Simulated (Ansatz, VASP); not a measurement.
**One calculation of Ir, two programs**

```
CELL_PARAMETERS angstrom
0.00000 1.92285 1.92285
1.92285 0.00000 1.92285
1.92285 1.92285 0.00000
ATOMIC_POSITIONS crystal
Ir 0.00000 0.00000 0.00000
```

Alike in both runs: task single point; functional r2SCAN; k mesh 14 × 14 × 14; occupations gaussian, width 1 eV; no spin polarisation.

|  | VASP | Ansatz |
| --- | --- | --- |
| version | VASP 6.6.1 | Ansatz 0.2.0 |
| potentials or method | VASP PAW PBE potentials, release 64 (Ir) | plane waves (500 eV) with PAW, scalar-relativistic |
| plane-wave cutoff (eV) | 520 | 500 |
| valence electrons in the cell | 9 | 17 |

VASP gave:

```
pressure (GPa) : 6.7
```

Estimate Ansatz's values.

pressure (GPa): 4.2.

The two sets of potentials don't hold the same shells in valence.

Caveats: the PAW data sets were made with another functional, which shifts forces and pressure a little (VASP). Spin-orbit coupling is left out, which matters for the levels of Ir.
